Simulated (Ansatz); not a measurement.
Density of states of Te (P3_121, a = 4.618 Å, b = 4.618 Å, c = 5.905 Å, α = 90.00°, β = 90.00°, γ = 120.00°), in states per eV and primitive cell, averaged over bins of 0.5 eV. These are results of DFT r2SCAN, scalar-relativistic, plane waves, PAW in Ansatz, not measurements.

Plane waves to 500 eV, a k mesh through Γ of 12×12×6 on the computed 3-atom cell and Gaussian smearing (0.02 eV); no spin polarisation.

The cell is relaxed at this level. The states (both spins) are summed by tetrahedra on a 18×18×9 mesh at the self-consistent density. Energies are bin centres; the table starts no lower than −8 eV and ends at 6 eV, or lower where the solved bands end.

The gap is 0.54 eV at this level, with the zero inside it.

```
E − E_F (eV) total Te 5p Te 5s
       -5.50   0.96   0.94   0.02
       -5.00   2.65   2.58   0.05
       -4.50   3.17   3.05   0.10
       -4.00   1.98   1.86   0.11
       -3.50   2.74   2.57   0.15
       -3.00   1.36   1.26   0.09
       -2.50   1.62   1.52   0.08
       -2.00   3.19   3.01   0.13
       -1.50   3.30   3.11   0.13
       -1.00   2.29   2.16   0.09
       -0.50   0.73   0.68   0.04
        0.00   0.00   0.00   0.00
        0.50   0.32   0.29   0.02
        1.00   3.48   3.12   0.19
        1.50   2.99   2.73   0.09
        2.00   2.76   2.54   0.06
        2.50   1.56   1.44   0.03
        3.00   0.73   0.69   0.01
        3.50   0.24   0.15   0.00
        4.00   0.60   0.04   0.00
        4.50   1.56   0.09   0.00
        5.00   1.90   0.07   0.00
        5.50   1.46   0.03   0.00
```

The columns after the total are the Löwdin projections on the occupied valence shells of the potentials. The rest of the total lies in shells that are empty in the free atom, which aren't projected, and between the atoms.

Spin-orbit coupling is left out, which matters for the bands of heavy elements.

Cost: 1 run of about 4.7 core-minutes, on Arm Neoverse V1 (shared hosts).